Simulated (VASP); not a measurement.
# Si (Fd-3m) in VASP: further runs

The runs below take Si through single point, with r2SCAN0, r2SCAN, r2SCAN50.

Everything below comes from runs of VASP 6.6.1. Logs are shortened: lines on timing, memory, paths and dates and some standing lists are left out, and cuts for length are marked.

### Step 1. Starting point

The structure is cubic, space group Fd-3m (No. 227). The conventional cell has a = 5.445 Å, b = 5.445 Å, c = 5.445 Å, α = 90.00°, β = 90.00°, γ = 90.00°. Si (site symmetry -43m) is surrounded by 4 Si at 2.36 Å.

### Step 2. Single point, r2SCAN0

POSCAR reads:

```
Si
1.0
    0.0000000000      2.7227277389      2.7227277389
    2.7227277389      0.0000000000      2.7227277389
    2.7227277389      2.7227277389      0.0000000000
Si
2
Direct
    0.5000000000      0.5000000000      0.5000000000
    0.7500000000      0.7500000000      0.7500000000
```

INCAR.step1 reads:

```
  PREC = Accurate
  ENCUT = 520
  EDIFF = 1E-5
  ISMEAR = -1
  SIGMA = 0.1
  LREAL = F
  LASPH = T
  NELM = 100
  ALGO = Normal
  ISIF = 2
  LWAVE = T
  LCHARG = F
  NBANDS = 11
  GGA = PE
```

INCAR.step2 reads:

```
  PREC = Accurate
  ENCUT = 520
  EDIFF = 1E-6
  ISMEAR = -1
  SIGMA = 0.1
  LREAL = F
  LASPH = T
  NELM = 100
  ALGO = Normal
  ISIF = 2
  LWAVE = F
  LCHARG = F
  METAGGA = R2SCAN
  LHFCALC = T
  AEXX = 0.25
  LMIXTAU = T
  PRECFOCK = Normal
  HFRCUT = -1
  NBANDS = 11
  ISTART = 1
```

KPOINTS reads:

```
Automatic mesh
0
Gamma
  5 5 5
```

Potentials or basis: VASP PAW PBE potentials, release 64 (Si).

Run with:

```bash
> cat potpaw_PBE.64/Si/POTCAR > POTCAR
> cp INCAR.step1 INCAR
> mpirun -np 1 vasp_std > vasp.out
> cp INCAR.step2 INCAR
> mpirun -np 1 vasp_std > vasp.out
```

OUTCAR:

```text
PREC = Accurate
   ENCUT = 520
   EDIFF = 1E-6
   ISMEAR = -1
   LREAL = F
   LASPH = T
   NELM = 100
   ISIF = 2
   METAGGA = R2SCAN
   LHFCALC = T
   AEXX = 0.25
   PRECFOCK = Normal
   ISTART = 1

 ion  position               nearest neighbor table
   1  0.500  0.500  0.500-   2 2.36   2 2.36   2 2.36   2 2.36
   2  0.750  0.750  0.750-   1 2.36   1 2.36   1 2.36   1 2.36

  LATTYP: Found a face centered cubic cell.
 ALAT       =     5.4454554778

  Lattice vectors:

 A1 = (   0.0000000000,   2.7227277389,   2.7227277389)
 A2 = (   2.7227277389,   0.0000000000,   2.7227277389)
 A3 = (   2.7227277389,   2.7227277389,   0.0000000000)

Analysis of symmetry for initial positions (statically):
=====================================================================
 Subroutine PRICEL returns:
 Original cell was already a primitive cell.

 Routine SETGRP: Setting up the symmetry group for a
 face centered cubic supercell.

 Subroutine GETGRP returns: Found 48 space group operations
 (whereof 24 operations were pure point group operations)
 out of a pool of 48 trial point group operations.

The static configuration has the point symmetry T_d .
 The point group associated with its full space group is O_h .

Analysis of symmetry for dynamics (positions and initial velocities):
=====================================================================
 Subroutine PRICEL returns:
 Original cell was already a primitive cell.

 Routine SETGRP: Setting up the symmetry group for a
 face centered cubic supercell.

 Subroutine GETGRP returns: Found 48 space group operations
 (whereof 24 operations were pure point group operations)
 out of a pool of 48 trial point group operations.

The dynamic configuration has the point symmetry T_d .
 The point group associated with its full space group is O_h .

 Subroutine INISYM returns: Found 48 space group operations
 (whereof 24 operations are pure point group operations),
 and found     1 'primitive' translations

----------------------------------------------------------------------------------------

                                     Primitive cell

  volume of cell :      40.3685

  direct lattice vectors                    reciprocal lattice vectors
     0.000000000  2.722727739  2.722727739    -0.183639368  0.183639368  0.183639368
     2.722727739  0.000000000  2.722727739     0.183639368 -0.183639368  0.183639368
[... 86 lines left out ...]
   EFERMI_NEDOS =   21; number of points for ismear=-14 and -15
   IALGO  =     38    algorithm
   IMIX   =      1    mixing-type and parameters
     AMIX     =   0.40;   BMIX     =  1.00
     AMIX_MAG =   1.60;   BMIX_MAG =  1.00
  volume/ion in A,a.u.               =      20.18       136.21
  Fermi-wavevector in a.u.,A,eV,Ry     =   0.954459  1.803666 12.394798  0.910992
  Thomas-Fermi vector in A             =   2.083208
   LORBIT       =      0    0 simple, 1 ext, 2 COOP (PROOUT), +10 PAW based schemes
   METAGGA = R2SCAN    functional components
   LHFCALC =     T    Hartree Fock is set to
   PRECFOCK=normal    Normal, Fast or Accurate (Low or Medium for compatibility)
   ENCUT4O =  -1.0   cutoff for four orbital integrals eV
   NKREDX  =     1    reduce k-point grid by
   NKREDY  =     1    reduce k-point grid by
   NKREDZ  =     1    reduce k-point grid by
   AEXX    =    0.2500 exact exchange contribution
   HFSCREEN=    0.0000 screening length (either q_TF or 0.3 A-1)
   HFSCREENC=   0.0000 screening length for correlation (either q_TF or 0.3 A-1)
   ENCUTFOCK=  -1.0 apply spherical cutoff to Coloumb kernel
   IVDW    =     0    specifies the selected vdW correction
   LEPSILON=     F    determine dielectric tensor
   LRPA    =     F    only Hartree local field effects (RPA)
 non-spin polarized calculation
  energy-cutoff  :      520.00
  volume of cell :       40.37
 maximum number of plane-waves:      1103
 NGX is ok and might be reduce to    30
  NGX = 24; NGY = 24; NGZ = 24

 number of electron       8.0000001 magnetization

 Free energy of the ion-electron system (eV)
  ---------------------------------------------------
  ext. energy  EPLUGINS =         0.00000000
  ---------------------------------------------------
  free energy    TOTEN  =       -18.51581725 eV

  energy without entropy =      -18.51580818  energy(sigma->0) =      -18.51581272

 E-fermi :   5.9633     XC(G=0):  -7.6698

 val. band max:        5.0283649763   @ k =   0.0000   0.0000   0.0000
 cond. band min:       6.9680358103   @ k =   0.4000   0.4000   0.0000
 fundamental gap:      1.9396708340
 Fermi energy:         5.9633427380

 k-point     1 :       0.0000    0.0000    0.0000
  band No.  band energies     occupation
      1      -8.6242      2.00000
      2       5.0284      1.99983
      3       5.0284      1.99983
      4       5.0284      1.99983
      5       9.1085      0.00000
      6       9.1085      0.00000
      7       9.1085      0.00000
      8      10.2624      0.00000
      9      14.7730      0.00000
     10      14.7730      0.00000
     11      14.9316      0.00000
[... 113 lines left out ...]
 k-point    10 :      -0.4000    0.4000    0.2000
  band No.  band energies     occupation
      1      -5.0514      2.00000
      2      -2.4628      2.00000
      3       0.5495      2.00000
      4       1.6787      2.00000
      5      10.0520      0.00000
      6      10.4261      0.00000
      7      11.2733      0.00000
      8      14.9307      0.00000
      9      15.7128      0.00000
     10      17.5614      0.00000
     11      20.9375      0.00000

------------------------ aborting loop because EDIFF is reached ----------------------------------------

  FORCE on cell =-STRESS in cart. coord.  units (eV):
  Direction    XX          YY          ZZ          XY          YZ          ZX
  --------------------------------------------------------------------------------------
  -------------------------------------------------------------------------------------
  Total       -0.3518212     -0.3518212     -0.3518212      0.0000000      0.0000000      0.0000000
  in kB      -13.9633605    -13.9633605    -13.9633605      0.0000000      0.0000000      0.0000000
  external PRESSURE =     -13.9633605 kB  Pullay stress =       0.0000000 kB

 VOLUME and BASIS-vectors are now :
 -----------------------------------------------------------------------------
  energy-cutoff  :      520.00
  volume of cell :       40.37
      direct lattice vectors                 reciprocal lattice vectors
     0.000000000  2.722727739  2.722727739    -0.183639368  0.183639368  0.183639368
     2.722727739  0.000000000  2.722727739     0.183639368 -0.183639368  0.183639368
     2.722727739  2.722727739  0.000000000     0.183639368  0.183639368 -0.183639368

 POSITION                                       TOTAL-FORCE (eV/Angst)
 -----------------------------------------------------------------------------------
      2.72273      2.72273      2.72273        -0.000000     -0.000000     -0.000000
      4.08409      4.08409      4.08409         0.000000      0.000000      0.000000
 -----------------------------------------------------------------------------------
    total drift:                                0.000000     -0.000000      0.000000

  FREE ENERGIE OF THE ION-ELECTRON SYSTEM (eV)
  ---------------------------------------------------
  free  energy   TOTEN  =       -18.5158172517 eV

  energy  without entropy=      -18.5158081821  energy(sigma->0) =      -18.51581272
```

OSZICAR.step1:

```text
N       E                     dE             d eps       ncg     rms          rms(c)
DAV:   1     0.913197545924E+01    0.91320E+01   -0.33917E+03   220   0.595E+02
DAV:   2    -0.103887236710E+02   -0.19521E+02   -0.18958E+02   268   0.902E+01
DAV:   3    -0.109657987970E+02   -0.57708E+00   -0.57561E+00   312   0.141E+01
DAV:   4    -0.109687522333E+02   -0.29534E-02   -0.29530E-02   244   0.116E+00
DAV:   5    -0.109687819754E+02   -0.29742E-04   -0.29741E-04   284   0.117E-01    0.487E+00
DAV:   6    -0.108412895123E+02    0.12749E+00   -0.71754E-02   247   0.110E+00    0.297E+00
DAV:   7    -0.107830641907E+02    0.58225E-01   -0.13929E-01   241   0.166E+00    0.184E-01
DAV:   8    -0.107844806254E+02   -0.14164E-02   -0.62035E-03   241   0.426E-01    0.793E-02
DAV:   9    -0.107847025924E+02   -0.22197E-03   -0.21493E-04   261   0.901E-02    0.615E-02
DAV:  10    -0.107847306004E+02   -0.28008E-04   -0.27270E-05   263   0.294E-02    0.737E-03
DAV:  11    -0.107847308028E+02   -0.20238E-06   -0.18310E-06   154   0.705E-03
   1 F= -.10784731E+02 E0= -.10783323E+02  d E =-.281598E-02
```

Wall time 2.9 min (1 thread of Intel Xeon Platinum 8488C (Sapphire Rapids), shared host); peak memory 0.17 GiB.

Results:

```yaml
Free_energy: -18.5158 eV
Pressure: -1.4 GPa
Band_gap_on_the_k_mesh: 1.94 eV, indirect (least direct gap 4.08 eV)
```

Caveat: the PAW data sets were made with another functional, which shifts forces and pressure a little; an odd mesh through Γ misses points on the zone boundary, where band edges often lie.

### Step 3. Single point, r2SCAN

POSCAR is that of step 2.

INCAR.step1 reads:

```
PREC = Accurate
ENCUT = 520
ISMEAR = -1
SIGMA = 0.1
LREAL = F
LASPH = T
NELM = 100
NBANDS = 11
GGA = PE
ALGO = Normal
EDIFF = 1E-4
LWAVE = T
LCHARG = F
```

INCAR.step2 reads:

```
PREC = Accurate
ENCUT = 520
EDIFF = 1E-7
ISMEAR = -1
SIGMA = 0.1
LREAL = F
LASPH = T
NELM = 100
ALGO = Normal
ISIF = 2
LWAVE = F
LCHARG = T
METAGGA = R2SCAN
LMIXTAU = T
LELF = T
LVHAR = T
NBANDS = 11
ISTART = 1
```

KPOINTS is that of step 2.

Potentials or basis: VASP PAW PBE potentials, release 64 (Si).

Run with:

```bash
> cat potpaw_PBE.64/Si/POTCAR > POTCAR
> cp INCAR.step1 INCAR
> mpirun -np 1 vasp_std > vasp.out
> cp INCAR.step2 INCAR
> mpirun -np 1 vasp_std > vasp.out
```

OUTCAR:

```text
PREC = Accurate
   ENCUT = 520
   EDIFF = 1E-7
   ISMEAR = -1
   LREAL = F
   LASPH = T
   NELM = 100
   ISIF = 2
   METAGGA = R2SCAN
   ISTART = 1

 ion  position               nearest neighbor table
   1  0.500  0.500  0.500-   2 2.36   2 2.36   2 2.36   2 2.36
   2  0.750  0.750  0.750-   1 2.36   1 2.36   1 2.36   1 2.36

  LATTYP: Found a face centered cubic cell.
 ALAT       =     5.4454554778

  Lattice vectors:

 A1 = (   0.0000000000,   2.7227277389,   2.7227277389)
 A2 = (   2.7227277389,   0.0000000000,   2.7227277389)
 A3 = (   2.7227277389,   2.7227277389,   0.0000000000)

Analysis of symmetry for initial positions (statically):
=====================================================================
 Subroutine PRICEL returns:
 Original cell was already a primitive cell.

 Routine SETGRP: Setting up the symmetry group for a
 face centered cubic supercell.

 Subroutine GETGRP returns: Found 48 space group operations
 (whereof 24 operations were pure point group operations)
 out of a pool of 48 trial point group operations.

The static configuration has the point symmetry T_d .
[... 159 lines left out ...]
      2       5.6695      1.94585
      3       5.6695      1.94585
      4       5.6695      1.94585
      5       8.4205      0.00000
      6       8.4205      0.00000
      7       8.4205      0.00000
      8       9.5612      0.00000
      9      13.7842      0.00000
     10      13.7842      0.00000
     11      14.3219      0.00000
[... 113 lines left out ...]
 k-point    10 :      -0.4000    0.4000    0.2000
  band No.  band energies     occupation
      1      -3.5042      2.00000
      2      -1.1458      2.00000
      3       1.5470      2.00000
      4       2.5615      2.00000
      5       9.3577      0.00000
      6       9.7517      0.00000
      7      10.4685      0.00000
      8      13.9705      0.00000
      9      14.6684      0.00000
     10      16.5021      0.00000
     11      19.7744      0.00000

------------------------ aborting loop because EDIFF is reached ----------------------------------------

  FORCE on cell =-STRESS in cart. coord.  units (eV):
  Direction    XX          YY          ZZ          XY          YZ          ZX
  --------------------------------------------------------------------------------------
  -------------------------------------------------------------------------------------
  Total       -0.0291551     -0.0291551     -0.0291551     -0.0000000      0.0000000      0.0000000
  in kB       -1.1571291     -1.1571291     -1.1571291     -0.0000000      0.0000000      0.0000000
  external PRESSURE =      -1.1571291 kB  Pullay stress =       0.0000000 kB

 VOLUME and BASIS-vectors are now :
 -----------------------------------------------------------------------------
  energy-cutoff  :      520.00
  volume of cell :       40.37
      direct lattice vectors                 reciprocal lattice vectors
     0.000000000  2.722727739  2.722727739    -0.183639368  0.183639368  0.183639368
     2.722727739  0.000000000  2.722727739     0.183639368 -0.183639368  0.183639368
     2.722727739  2.722727739  0.000000000     0.183639368  0.183639368 -0.183639368

 POSITION                                       TOTAL-FORCE (eV/Angst)
 -----------------------------------------------------------------------------------
      2.72273      2.72273      2.72273         0.000000      0.000000      0.000000
      4.08409      4.08409      4.08409        -0.000000     -0.000000     -0.000000
 -----------------------------------------------------------------------------------
    total drift:                                0.000000     -0.000000     -0.000000

  FREE ENERGIE OF THE ION-ELECTRON SYSTEM (eV)
  ---------------------------------------------------
  free  energy   TOTEN  =       -17.4912596286 eV

  energy  without entropy=      -17.4899344896  energy(sigma->0) =      -17.49059706
```

OUTCAR.step1:

```text
PREC = Accurate
   ENCUT = 520
   ISMEAR = -1
   LREAL = F
   LASPH = T
   NELM = 100
[... 345 lines left out ...]
 -----------------------------------------------------------------------------------
      2.72273      2.72273      2.72273        -0.000000     -0.000000     -0.000000
      4.08409      4.08409      4.08409         0.000000      0.000000      0.000000
 -----------------------------------------------------------------------------------
    total drift:                                0.000000     -0.000000     -0.000000

  FREE ENERGIE OF THE ION-ELECTRON SYSTEM (eV)
  ---------------------------------------------------
  free  energy   TOTEN  =       -10.7847305323 eV

  energy  without entropy=      -10.7819079468  energy(sigma->0) =      -10.78331924
```

OSZICAR.step1:

```text
N       E                     dE             d eps       ncg     rms          rms(c)
DAV:   1     0.913197545924E+01    0.91320E+01   -0.33917E+03   220   0.595E+02
DAV:   2    -0.103887236710E+02   -0.19521E+02   -0.18958E+02   268   0.902E+01
DAV:   3    -0.109657987970E+02   -0.57708E+00   -0.57561E+00   312   0.141E+01
DAV:   4    -0.109687522333E+02   -0.29534E-02   -0.29530E-02   244   0.116E+00
DAV:   5    -0.109687819754E+02   -0.29742E-04   -0.29741E-04   284   0.117E-01    0.487E+00
DAV:   6    -0.108412895123E+02    0.12749E+00   -0.71754E-02   247   0.110E+00    0.297E+00
DAV:   7    -0.107830641907E+02    0.58225E-01   -0.13929E-01   241   0.166E+00    0.184E-01
DAV:   8    -0.107844806254E+02   -0.14164E-02   -0.62035E-03   241   0.426E-01    0.793E-02
DAV:   9    -0.107847025924E+02   -0.22197E-03   -0.21493E-04   261   0.901E-02    0.615E-02
DAV:  10    -0.107847305323E+02   -0.27940E-04   -0.26598E-05   159   0.294E-02
   1 F= -.10784731E+02 E0= -.10783319E+02  d E =-.282259E-02
```

It took 17 s on 1 thread of Intel Xeon Platinum 8488C (Sapphire Rapids), shared host; peak memory 0.16 GiB.

Results:

```
Free energy            : -17.4913 eV
Pressure               : -0.1 GPa
Band gap on the k mesh : 0.79 eV, indirect (least direct gap 2.75 eV)
```

Caveat: the PAW data sets were made with another functional, which shifts forces and pressure a little; an odd mesh through Γ misses points on the zone boundary, where band edges often lie.

### Step 4. Single point, r2SCAN50

POSCAR is that of step 3.

INCAR.step1 reads:

```
ALGO = Normal ; EDIFF = 1E-5
ENCUT = 520 ; GGA = PE
ISIF = 2 ; ISMEAR = -1
LASPH = T ; LCHARG = F
LREAL = F ; LWAVE = T
NBANDS = 11 ; NELM = 100
PREC = Accurate ; SIGMA = 0.1
```

INCAR.step2 reads:

```
AEXX = 0.5 ; ALGO = Normal
EDIFF = 1E-6 ; ENCUT = 520
HFRCUT = -1 ; ISIF = 2
ISMEAR = -1 ; ISTART = 1
LASPH = T ; LCHARG = F
LHFCALC = T ; LMIXTAU = T
LREAL = F ; LWAVE = F
METAGGA = R2SCAN ; NBANDS = 11
NELM = 100 ; PREC = Accurate
PRECFOCK = Normal ; SIGMA = 0.1
```

KPOINTS reads:

```
k-points
0
Gamma
  5 5 5
```

Run with:

```bash
> cat potpaw_PBE.64/Si/POTCAR > POTCAR
> cp INCAR.step1 INCAR
> mpirun -np 1 vasp_std > vasp.out
> cp INCAR.step2 INCAR
> mpirun -np 1 vasp_std > vasp.out
```

Wall time 3.8 min (1 thread of AMD EPYC 9R45 (Zen 5), shared host); peak memory 0.14 GiB.

It converged, with:

| Property | Result |
| --- | --- |
| Free energy | -19.5883 eV |
| Pressure | -2.7 GPa |
| Band gap on the k mesh | 3.15 eV, indirect (least direct gap 5.48 eV) |

Levels at points of the mesh, in eV from the valence-band top:
```csv
k point,band 1,band 2,band 3,band 4,band 5,band 6,band 7,band 8,band 9
"(0.00, 0.00, 0.00)",-14.80,0.00,0.00,0.00,5.48,5.48,5.48,6.63,11.21
```

Caveat: the PAW data sets were made with another functional, which shifts forces and pressure a little; an odd mesh through Γ misses points on the zone boundary, where band edges often lie.

### Step 5. Overview

| level | exchange at q = 0 | grid for exact exchange (PRECFOCK) | gap on the mesh (eV) | pressure (GPa) |
| --- | --- | --- | --- | --- |
| r2SCAN0 | truncated | Normal | 1.94 | -1.4 |
| r2SCAN | - | - | 0.79 | -0.1 |
| r2SCAN50 | truncated | Normal | 3.15 | -2.7 |

Alike in all rows: task single point; potentials or basis VASP PAW PBE potentials, release 64 (Si); no spin polarisation; cell as given; k mesh 5 × 5 × 5; cutoff (eV) 520; smearing fermi-dirac 0.1 eV.

On the cell as given the gap runs from 0.79 eV (r2SCAN) to 3.15 eV (r2SCAN50). The pressure there spans -2.7 GPa (r2SCAN50) to -0.1 GPa (r2SCAN); a positive pressure means that this level wants a larger cell, a negative one a smaller.

Caveats: the PAW data sets were made with another functional, which shifts forces and pressure a little; an odd mesh through Γ misses points on the zone boundary, where band edges often lie.

Total energies depend on the potentials used, so only differences within one code and one set of settings carry meaning.
